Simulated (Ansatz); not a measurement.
BN (space group Fmm2) relaxed with several functionals in Ansatz (plane waves to 420 eV, scalar-relativistic PAW, no spin-orbit coupling, symmetry kept). The database cell has 9.48 Å³/atom; its temperature or method isn't stated, so the comparison with it is no error of the functional. No moments.

```csv
functional,conventional cell,V (Å³/atom),against the database cell (%),gap on mesh (eV),largest moment (μB)
PBE+D3(BJ),"a = 2.508 Å, b = 6.679 Å, c = 4.338 Å, α = 90.00°, β = 90.00°, γ = 90.00°",9.08,-4.2,3.66,0.00
PBEsol,"a = 2.505 Å, b = 7.109 Å, c = 4.336 Å, α = 90.00°, β = 90.00°, γ = 90.00°",9.65,1.8,3.81,0.00
PBE,"a = 2.512 Å, b = 8.436 Å, c = 4.351 Å, α = 90.00°, β = 90.00°, γ = 90.00°",11.53,21.6,4.34,0.00
```

This form isn't the usual stable structure of the compound.